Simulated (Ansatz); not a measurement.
Theory: DFT PBE, scalar-relativistic, plane waves, PAW in Ansatz 0.2.0.

Settings: cutoff 420 eV, Γ-centred mesh 8×8×6 on the computed 4-atom cell, Gaussian smearing of 0.02 eV; no spin polarisation.

```
Ag Cl
1.0
     3.87795    0.02278    0.00683
     0.02322    4.09580    0.00072
    -0.53262   -0.00218    5.56478
Ag Cl
2 2
Cartesian
  0.6585 0.9427 1.1474
  2.7184 3.1057 4.3637
  2.5999 3.1654 1.5811
  0.7604 1.0189 4.0525
```

Problem. Is this geometry at equilibrium? Which atom feels the largest force?

Solution. It isn't. Atom 3 (Cl) feels (0.15, -0.17, -0.29) eV/Å, 0.365 eV/Å in size.

Problem. Give all forces and the stress.

Solution.
```json
{"atom": "Ag1", "Fx": "-0.065", "Fy": "0.116", "Fz": "0.055"}
{"atom": "Ag2", "Fx": "0.012", "Fy": "-0.046", "Fz": "0.011"}
{"atom": "Cl3", "Fx": "0.145", "Fy": "-0.173", "Fz": "-0.287"}
{"atom": "Cl4", "Fx": "-0.093", "Fy": "0.103", "Fz": "0.221"}
```
Stress (GPa, compression positive):
```
-0.17 -0.14  0.13
-0.14 -1.01 -0.09
 0.13 -0.09 -0.80
```

This form isn't the usual stable structure of the compound.